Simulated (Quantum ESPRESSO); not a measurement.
# V (P-1) in Quantum ESPRESSO: single point with PBE

Aim: the single point of V with PBE.

Program: Quantum ESPRESSO 7.5. These are calculated values, not measurements. Logs are shortened: lines on timing, memory, paths and dates and some standing lists are left out, and cuts for length are marked.

## (1) The structure

The typed cell holds 2 atoms: a = 2.621 Å, b = 2.621 Å, c = 4.279 Å, α = 90.00°, β = 90.00°, γ = 109.47°.

## (2) Single point, PBE, collinear spin, ferromagnetic start

run.py

```python
import numpy as np
from ase.calculators.espresso import Espresso, EspressoProfile
from ase.io import read

atoms = read('POSCAR')
atoms.set_initial_magnetic_moments([2.0, 2.0])

input_data = {
    'control': {'calculation': 'scf', 'prefix': 'pwscf', 'outdir': './tmp', 'tprnfor': True, 'tstress': True, 'disk_io': 'nowf'},
    'system': {'ecutwfc': 55.0, 'ecutrho': 440.0, 'nbnd': 23, 'occupations': 'smearing', 'smearing': 'fd', 'degauss': 0.00367493, 'nspin': 2},
    'electrons': {'conv_thr': 4e-10, 'electron_maxstep': 120, 'mixing_beta': 0.3},
}
pseudopotentials = {'V': 'v_pbe_v1.4.uspp.F.UPF'}
profile = EspressoProfile(command='pw.x', pseudo_dir='pseudo')
dft = Espresso(profile=profile, input_data=input_data, pseudopotentials=pseudopotentials, kpts=(11, 11, 6), koffset=(0, 0, 0))
atoms.calc = dft

print(f'energy {atoms.get_potential_energy():.8f} eV')
print('forces (eV/A)')
print(np.round(atoms.get_forces(), 6))
print('stress (eV/A^3, Voigt)')
print(np.round(atoms.get_stress(), 8))
print(f'Fermi level {dft.get_fermi_level():.4f} eV')
```

POSCAR

```
V
1.0
   -1.5130000000      1.5130000000      1.5130000000
    1.5130000000     -1.5130000000      1.5130000000
    3.0260000000      3.0260000000      0.0000000000
V
2
Direct
    0.0043163000      0.0007526200      0.9982878000
    0.4956837000      0.4992473800      0.5017122000
```

Potentials or basis: SSSP 1.3 efficiency PBE.

Command:

```
> OMP_NUM_THREADS=1 python run.py
```

Standard output:

```text
energy -3947.68371715 eV
forces (eV/A)
[[ 0.059208 -0.001008 -0.078507]
 [-0.059208  0.001008  0.078507]]
stress (eV/A^3, Voigt)
[ 3.337595e-02  3.353663e-02  2.780916e-02  1.257900e-04 -2.387000e-05
 -1.812440e-03]
Fermi level 16.0553 eV
```

espresso.pwi:

```text
&CONTROL
   calculation      = 'scf'
   tstress          = .true.
   tprnfor          = .true.
   outdir           = './tmp'
   prefix           = 'pwscf'
   disk_io          = 'nowf'
   pseudo_dir       = 'pseudo'
/
&SYSTEM
   nbnd             = 23
   ecutwfc          = 55.0
   ecutrho          = 440.0
   occupations      = 'smearing'
   degauss          = 0.00367493
   smearing         = 'fd'
   nspin            = 2
   starting_magnetization(1) = 2.0
   ntyp             = 1
   nat              = 2
   ibrav            = 0
/
&ELECTRONS
   electron_maxstep = 120
   conv_thr         = 4e-10
   mixing_beta      = 0.3
/
&IONS
/
&CELL
/
&FCP
/
&RISM
/
ATOMIC_SPECIES
V  50.9415 v_pbe_v1.4.uspp.F.UPF

K_POINTS automatic
11 11 6  0 0 0

CELL_PARAMETERS angstrom
-1.51300000000000 1.51300000000000 1.51300000000000
1.51300000000000 -1.51300000000000 1.51300000000000
3.02600000000000 3.02600000000000 0.00000000000000

ATOMIC_POSITIONS angstrom
V  3.0154270350 3.0262107306 0.0076692760  
V  1.5235729650 1.5127892694 1.5053307240
```

espresso.pwo:

```text
This program is part of the open-source Quantum ESPRESSO suite
     for quantum simulation of materials; please cite
         "P. Giannozzi et al., J. Phys.:Condens. Matter 21 395502 (2009);
         "P. Giannozzi et al., J. Phys.:Condens. Matter 29 465901 (2017);
         "P. Giannozzi et al., J. Chem. Phys. 152 154105 (2020);
     in publications or presentations arising from this work. More details at

Warning: card &CELL ignored
Warning: card &FCP ignored
Warning: card &RISM ignored

     Message from routine setup:
     using ibrav=0 with symmetry is DISCOURAGED, use correct ibrav instead

     G-vector sticks info
     --------------------
     sticks:   dense  smooth     PW     G-vecs:    dense   smooth      PW
     Sum         809     411    129                29185    10373    1937

     Using Slab Decomposition

     bravais-lattice index     =            0
     lattice parameter (alat)  =       4.9522  a.u.
     unit-cell volume          =     186.9835 (a.u.)^3
     number of atoms/cell      =            2
     number of atomic types    =            1
     number of electrons       =        26.00
     number of Kohn-Sham states=           23
     kinetic-energy cutoff     =      55.0000  Ry
     charge density cutoff     =     440.0000  Ry
     scf convergence threshold =      4.0E-10
     mixing beta               =       0.3000
     number of iterations used =            8  plain     mixing
     Exchange-correlation=  SLA  PW   PBX  PBC
                           (   1   4   3   4   0   0   0)

     celldm(1)=   4.952203  celldm(2)=   0.000000  celldm(3)=   0.000000
     celldm(4)=   0.000000  celldm(5)=   0.000000  celldm(6)=   0.000000

     crystal axes: (cart. coord. in units of alat)
               a(1) = (  -0.577350   0.577350   0.577350 )
               a(2) = (   0.577350  -0.577350   0.577350 )
               a(3) = (   1.154701   1.154701   0.000000 )

     reciprocal axes: (cart. coord. in units 2 pi/alat)
               b(1) = ( -0.433013  0.433013  0.866025 )
               b(2) = (  0.433013 -0.433013  0.866025 )
               b(3) = (  0.433013  0.433013  0.000000 )

     PseudoPot. # 1 for V  read from file:
     v_pbe_v1.4.uspp.F.UPF
     Pseudo is Ultrasoft + core correction, Zval = 13.0
     Generated by new atomic code, or converted to UPF format
     Using radial grid of  853 points,  6 beta functions with:
                l(1) =   0
                l(2) =   0
                l(3) =   1
                l(4) =   1
                l(5) =   2
                l(6) =   2
     Q(r) pseudized with  8 coefficients,  rinner =    1.100   1.100   1.100
                                                       1.100   1.100

     atomic species   valence    mass     pseudopotential
     V                13.00    50.94150     V ( 1.00)

     Starting magnetic structure
     atomic species   magnetization
     V               0.154

      2 Sym. Ops., with inversion, found ( 1 have fractional translation)

   Cartesian axes

     site n.     atom                  positions (alat units)
         1        V      tau(   1) = (   1.1506660   1.1547810   0.0029265  )
         2        V      tau(   2) = (   0.5813848   0.5772699   0.5744237  )

     number of k points=   364  Fermi-Dirac smearing, width (Ry)=  0.0037

     Number of k-points >= 100: set verbosity='high' to print them.

     Dense  grid:    29185 G-vectors     FFT dimensions: (  36,  36,  54)

     Smooth grid:    10373 G-vectors     FFT dimensions: (  24,  24,  40)

     Check: negative core charge=   -0.000009
     Generating pointlists ...
     new r_m :   0.4092 (alat units)  2.0266 (a.u.) for type    1

     Initial potential from superposition of free atoms

     starting charge      25.9975, renormalised to      26.0000

     negative rho (up, down):  6.400E-04 4.693E-04
     Starting wfcs are   20 randomized atomic wfcs +    3 random wfcs

     Self-consistent Calculation

     iteration #  1     ecut=    55.00 Ry     beta= 0.30
     Davidson diagonalization with overlap
     ethr =  1.00E-02,  avg # of iterations =  3.1

     Threshold (ethr) on eigenvalues was too large:
     Diagonalizing with lowered threshold

     Davidson diagonalization with overlap
     ethr =  7.54E-04,  avg # of iterations =  1.0

     negative rho (up, down):  6.345E-04 7.334E-04

     total energy              =    -290.09060920 Ry
     estimated scf accuracy    <       0.20049241 Ry

     total magnetization       =     1.68 Bohr mag/cell
     absolute magnetization    =     1.68 Bohr mag/cell

     iteration #  2     ecut=    55.00 Ry     beta= 0.30
     Davidson diagonalization with overlap
     ethr =  7.71E-04,  avg # of iterations =  1.6

     negative rho (up, down):  5.810E-04 9.757E-04

     total energy              =    -290.12545508 Ry
     estimated scf accuracy    <       0.04050694 Ry

     total magnetization       =     1.61 Bohr mag/cell
     absolute magnetization    =     1.61 Bohr mag/cell

     iteration #  3     ecut=    55.00 Ry     beta= 0.30
     Davidson diagonalization with overlap
     ethr =  1.56E-04,  avg # of iterations =  1.4

     negative rho (up, down):  4.901E-04 1.482E-03

     total energy              =    -290.14036255 Ry
     estimated scf accuracy    <       0.01658658 Ry

     total magnetization       =     1.43 Bohr mag/cell
     absolute magnetization    =     1.43 Bohr mag/cell

     iteration #  4     ecut=    55.00 Ry     beta= 0.30
     Davidson diagonalization with overlap
     ethr =  6.38E-05,  avg # of iterations =  1.7

     negative rho (up, down):  5.175E-04 1.343E-03

     total energy              =    -290.14724693 Ry
     estimated scf accuracy    <       0.00073702 Ry

     total magnetization       =     0.83 Bohr mag/cell
     absolute magnetization    =     0.83 Bohr mag/cell

     iteration #  5     ecut=    55.00 Ry     beta= 0.30
     Davidson diagonalization with overlap
     ethr =  2.83E-06,  avg # of iterations =  3.0

     negative rho (up, down):  7.065E-04 8.861E-04

     total energy              =    -290.14719246 Ry
     estimated scf accuracy    <       0.00040148 Ry

     total magnetization       =     0.72 Bohr mag/cell
     absolute magnetization    =     0.72 Bohr mag/cell

     iteration #  6     ecut=    55.00 Ry     beta= 0.30
     Davidson diagonalization with overlap
     ethr =  1.54E-06,  avg # of iterations =  2.1

     negative rho (up, down):  7.111E-04 8.801E-04

     total energy              =    -290.14902448 Ry
     estimated scf accuracy    <       0.00008627 Ry

     total magnetization       =     0.32 Bohr mag/cell
     absolute magnetization    =     0.32 Bohr mag/cell
[... 55 lines left out ...]
     total energy              =    -290.14942669 Ry
     estimated scf accuracy    <       0.00000023 Ry

     total magnetization       =    -0.00 Bohr mag/cell
     absolute magnetization    =     0.00 Bohr mag/cell

     iteration # 12     ecut=    55.00 Ry     beta= 0.30
     Davidson diagonalization with overlap
     ethr =  8.73E-10,  avg # of iterations =  2.0

     negative rho (up, down):  7.937E-04 7.943E-04

     total energy              =    -290.14942676 Ry
     estimated scf accuracy    <       0.00000004 Ry

     total magnetization       =    -0.00 Bohr mag/cell
     absolute magnetization    =     0.00 Bohr mag/cell

     iteration # 13     ecut=    55.00 Ry     beta= 0.30
     Davidson diagonalization with overlap
     ethr =  1.52E-10,  avg # of iterations =  2.0

     negative rho (up, down):  7.941E-04 7.940E-04

     total energy              =    -290.14942690 Ry
     estimated scf accuracy    <       0.00000003 Ry

     total magnetization       =    -0.00 Bohr mag/cell
     absolute magnetization    =     0.00 Bohr mag/cell

     iteration # 14     ecut=    55.00 Ry     beta= 0.30
     Davidson diagonalization with overlap
     ethr =  1.09E-10,  avg # of iterations =  2.0

     negative rho (up, down):  7.941E-04 7.940E-04

     total energy              =    -290.14942692 Ry
     estimated scf accuracy    <          5.1E-10 Ry

     total magnetization       =     0.00 Bohr mag/cell
     absolute magnetization    =     0.00 Bohr mag/cell

     iteration # 15     ecut=    55.00 Ry     beta= 0.30
     Davidson diagonalization with overlap
     ethr =  1.95E-12,  avg # of iterations =  2.0

     negative rho (up, down):  7.941E-04 7.941E-04

     Magnetic moment per site  (integrated on atomic sphere of radius R)
     atom   1 (R=0.409)  charge= 11.2622  magn=  0.0000
     atom   2 (R=0.409)  charge= 11.2622  magn=  0.0000

     End of self-consistent calculation

     Number of k-points >= 100: set verbosity='high' to print the bands.

     the Fermi energy is    16.0553 ev

!    total energy              =    -290.14942692 Ry
     estimated scf accuracy    <          1.1E-10 Ry
     smearing contrib. (-TS)   =      -0.00221716 Ry
     internal energy E=F+TS    =    -290.14720976 Ry

     The total energy is F=E-TS. E is the sum of the following terms:
     one-electron contribution =     -95.22683505 Ry
     hartree contribution      =      59.41323494 Ry
     xc contribution           =     -39.23331200 Ry
     ewald contribution        =    -215.10029765 Ry

     total magnetization       =     0.00 Bohr mag/cell
     absolute magnetization    =     0.00 Bohr mag/cell

     convergence has been achieved in  15 iterations

     negative rho (up, down):  7.941E-04 7.941E-04

     Forces acting on atoms (cartesian axes, Ry/au):

     atom    1 type  1   force =     0.00230282   -0.00003919   -0.00305343
     atom    2 type  1   force =    -0.00230282    0.00003919    0.00305343

     Total force =     0.005409     Total SCF correction =     0.000004

     Computing stress (Cartesian axis) and pressure

     negative rho (up, down):  7.941E-04 7.941E-04
          total   stress  (Ry/bohr**3)                   (kbar)     P=      -50.59
  -0.00036351   0.00001974   0.00000026          -53.47        2.90        0.04
   0.00001974  -0.00036526  -0.00000137            2.90      -53.73       -0.20
   0.00000026  -0.00000137  -0.00030288            0.04       -0.20      -44.56

=------------------------------------------------------------------------------=
   JOB DONE.
=------------------------------------------------------------------------------=
```

Run time: 8.3 min. Hardware: 1 thread of Intel Xeon Platinum 8175M at 2.50GHz (Skylake/Cascade Lake), shared host; peak memory 0.47 GiB.

What came out:

```
Free energy                                           : -3947.6841 eV
Pressure                                              : -5.1 GPa
Largest force                                         : 0.098 eV/Å
Band gap on the k mesh                                : none (metal or under the smearing width)
Net moment                                            : 0.00 μB per cell
Absolute moment                                       : 0.00 μB per cell
Valence electrons inside the program's atomic spheres : V 11.26
```

Forces on the atoms (eV/Å):
```
V    0.059 -0.001 -0.079
V   -0.059  0.001  0.079
```

Levels at points of the mesh, in eV from the Fermi level:
Spin up:
```csv
k point,band 10,band 11,band 12,band 13,band 14,band 15,band 16,band 17
"(0.00, 0.00, 0.00)",-3.08,-1.08,0.40,0.41,0.41,1.54,2.34,2.34
"(0.00, 0.00, -0.50)",-4.42,-0.41,-0.36,-0.07,0.04,1.92,2.01,2.02
```
Spin down:
```
            k point  band 11  band 12  band 13  band 14  band 15  band 16
 (0.00, 0.00, 0.00)    -1.08     0.40     0.41     0.41     1.54     2.34
(0.00, 0.00, -0.50)    -0.41    -0.36    -0.07     0.04     1.92     2.01
```

## (3) For comparison

An earlier run on the cell as given: functional PBE; potentials or basis SSSP 1.3 efficiency PBE; cutoff 748 eV; density cutoff 5987 eV; k mesh 11 × 11 × 6; occupations fermi-dirac, width 0.05 eV; collinear spin, ferromagnetic start; starting moments [2.0, 2.0] μB.

* Pressure: -5.1 GPa
* Largest force: 0.098 eV/Å
* Band gap on the k mesh: none (metal or under the smearing width)
* Net moment: 0.00 μB per cell
* Absolute moment: 0.00 μB per cell
* Valence electrons inside the program's atomic spheres: V 11.26
